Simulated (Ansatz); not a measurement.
# Gd (hcp type): how the settings move a relaxation

How sensitive is a relaxation of Gd (hcp type) to its settings? A reference run comes first, then one run with altered input.

Program: Ansatz 0.2.0. Level of theory: reference: DFT, PBE, PAW with Ansatz's default frozen-core files, scalar-relativistic. These are calculated values, not measurements.

1 further run of the same task is left out (it didn't finish).

## Step 1: The structure to begin with

Symmetry: P6_3/mmc, No. 194, hexagonal system. The conventional cell has a = 2.687 Å, b = 2.687 Å, c = 4.303 Å, α = 90.00°, β = 90.00°, γ = 120.00°. Gd (site symmetry -6m2) is surrounded by 12 Gd at 2.65 to 2.69 Å.

Structure file:

```cif
data_structure
_symmetry_space_group_name_H-M 'P6_3/mmc'
_symmetry_Int_Tables_number 194
_cell_length_a 2.6869
_cell_length_b 2.6869
_cell_length_c 4.3030
_cell_angle_alpha 90.000
_cell_angle_beta 90.000
_cell_angle_gamma 120.000
_cell_volume 26.90
loop_
_atom_site_label
_atom_site_type_symbol
_atom_site_symmetry_multiplicity
_atom_site_Wyckoff_symbol
_atom_site_fract_x
_atom_site_fract_y
_atom_site_fract_z
_atom_site_occupancy
Gd1 Gd 2 c 0.33333 0.66667 0.25000 1
```

## Step 2: The reference run

input.yaml

```yaml
crystal:
  lattice:
    - [2.6869419659, 0.0, 0.0]
    - [-1.343470983, 2.3269600009, 0.0]
    - [0.0, 0.0, 4.3030325389]
  atoms:
    - { symbol: Gd, position: [0.3333333333, 0.6666666667, 0.25], spin: 7.0 }
    - { symbol: Gd, position: [0.6666666667, 0.3333333333, 0.75], spin: 7.0 }
magnetization:
  spin_polarized: true
kpoints:
  mp_grid: { grid: [12, 12, 7] }
scf:
  occupations: { method: fermi_dirac, width: 0.05 }
hamiltonian:
  xc: pbe
  pseudopotentials: { kind: paw }
output:
  forces: true
  stress: true
relax:
  f_tol: 0.005
  max_steps: 30
  cell: { stress_tol: 0.75, fix: [volume] }
```

Launch:

```sh
$ ansatz run input.yaml --threads 1 --pin off --max-ram 3072MiB --backend cpu --events-out ev --progress --plain --runs-dir out
```

## Step 3: Changed: xc pbesol, xc_grid 1

input.yaml: that of step 2 with these lines changed.

```diff
@@ -15,3 +15,3 @@
 hamiltonian:
-  xc: pbe
+  xc: pbesol
   pseudopotentials: { kind: paw }
@@ -24 +24,3 @@
   cell: { stress_tol: 0.75, fix: [volume] }
+basis:
+  xc_grid: 1
```

What does the calculation give? Wanted: for each run, ending; energy change; pressure; abs. moment; force.

The runs gave:

```tsv
run	ending	energy change	pressure (GPa)	abs. moment (μB)	force (eV/Å)	cycles	time
reference	converged	-	123.1	13.17	0.00	35	37 s
1: xc pbesol, xc_grid 1	converged	not comparable	110.5	13.18	0.00	32	30 s
```

**Reading.** After a change of functional the difference of the totals has no physical meaning; the pressure goes from 123.1 to 110.5 GPa. The numerical grids changed too. The structure is not at rest: the sound run finds 123 GPa, so these are no properties of the relaxed crystal. 
